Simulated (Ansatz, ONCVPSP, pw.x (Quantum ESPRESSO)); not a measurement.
pw.x on diamond Pm: one setting changed

Potential: optimised norm-conserving Vanderbilt (ONCV), ONCVPSP 4.0.1.1 (patched build), PBE; core [Kr] 4d10, reference 4f4.5 5s2 5p6 5d0.5 6s2; waves: 5s+6s: rc 2.60 bohr, ncon 5, nbas 9, qcut 3.5 1/bohr, 3 projectors, debl 3.1 Ha; 5p: rc 2.25 bohr, ncon 4, nbas 7, qcut 7.1 1/bohr, 2 projectors, debl 3.1 Ha; 5d: rc 2.85 bohr, ncon 4, nbas 9, qcut 6.2 1/bohr, 1 projector; 4f: rc 1.70 bohr, ncon 4, nbas 8, qcut 9.9 1/bohr, 3 projectors, debl 0.6 Ha; local part: polynomial inside 1.70 bohr (lpopt 5, dvloc0 -1 Ha); core correction: Teter function fitted to the true core (icmod 2), fcfact 0.6.

The reference run (k-mesh 8³, cutoffs 110/440 Ry, Fermi–Dirac 0.01 Ry, mixing_beta 0.4, conv_thr 1e-9, no spin) gives -0.90 GPa at 22.018 Å³/atom, where all-electron LAPW gives -0.05 GPa. This run, with its own iteration cap, changes k-mesh points per axis to 1, a wrong or extreme entry chosen on purpose.

```
&control
  calculation='scf', prefix='x', pseudo_dir='./', outdir='./tmp', tstress=.true., disk_io='none'
/
&system
  ibrav=0, nat=2, ntyp=1, ecutwfc=110, ecutrho=440, nbnd=24,
  occupations='smearing', smearing='fd', degauss=0.01
/
&electrons
  conv_thr=1e-09, mixing_beta=0.4, electron_maxstep=70
/
ATOMIC_SPECIES
Pm 1.0 Pm.UPF
CELL_PARAMETERS angstrom
  0.00000000 2.80280331 2.80280331
  2.80280331 0.00000000 2.80280331
  2.80280331 2.80280331 0.00000000
ATOMIC_POSITIONS crystal
Pm 0.0000 0.0000 0.0000
Pm 0.2500 0.2500 0.2500
K_POINTS automatic
1 1 1 0 0 0
```

```bash
pw.x < Pm.scf.in > Pm.scf.out
```

Q: How does the run end?

A: It converges in 19 iterations; the free energy moves by +111.6 meV/atom and the pressure by -8.84 GPa. The result is not a property of the crystal.

```
Message from routine setup:
     using ibrav=0 with symmetry is DISCOURAGED, use correct ibrav instead
     lattice parameter (alat)  =       7.4904  a.u.
     unit-cell volume          =     297.1697 (a.u.)^3
     number of electrons       =        30.00
     number of Kohn-Sham states=           24
     kinetic-energy cutoff     =     110.0000  Ry
     charge density cutoff     =     440.0000  Ry
     scf convergence threshold =      1.0E-09
     Exchange-correlation= PBE
     number of k points=     1  Fermi-Dirac smearing, width (Ry)=  0.0100
     iteration #  1     ecut=   110.00 Ry     beta= 0.40
     total energy              =    -336.48972961 Ry
     estimated scf accuracy    <       1.72686449 Ry
     iteration #  2     ecut=   110.00 Ry     beta= 0.40
     total energy              =    -336.53544234 Ry
     estimated scf accuracy    <       6.56459166 Ry
     iteration #  3     ecut=   110.00 Ry     beta= 0.40
     total energy              =    -337.14970603 Ry
     estimated scf accuracy    <       0.18367704 Ry
     [... 13 iterations left out ...]
     iteration # 17     ecut=   110.00 Ry     beta= 0.40
     total energy              =    -337.14598885 Ry
     estimated scf accuracy    <       0.00000124 Ry
     iteration # 18     ecut=   110.00 Ry     beta= 0.40
     total energy              =    -337.14598885 Ry
     estimated scf accuracy    <       0.00000023 Ry
     iteration # 19     ecut=   110.00 Ry     beta= 0.40
     the Fermi energy is    17.3334 ev
!    total energy              =    -337.14598887 Ry
     estimated scf accuracy    <          4.9E-10 Ry
     smearing contrib. (-TS)   =      -0.08766805 Ry
     The total energy is F=E-TS. E is the sum of the following terms:
     one-electron contribution =     -58.73457778 Ry
     hartree contribution      =      59.52304828 Ry
     xc contribution           =    -109.01217429 Ry
     ewald contribution        =    -228.83461703 Ry
     convergence has been achieved in  19 iterations
          total   stress  (Ry/bohr**3)                   (kbar)     P=      -97.38
     Message from routine punch:
     Nothing written, as per user request (disk_io='none')
```

The run took about 6.3 s on one core of a shared host (Intel(R) Xeon(R) 6975P-C, 192 threads, 378 GiB, load 59).
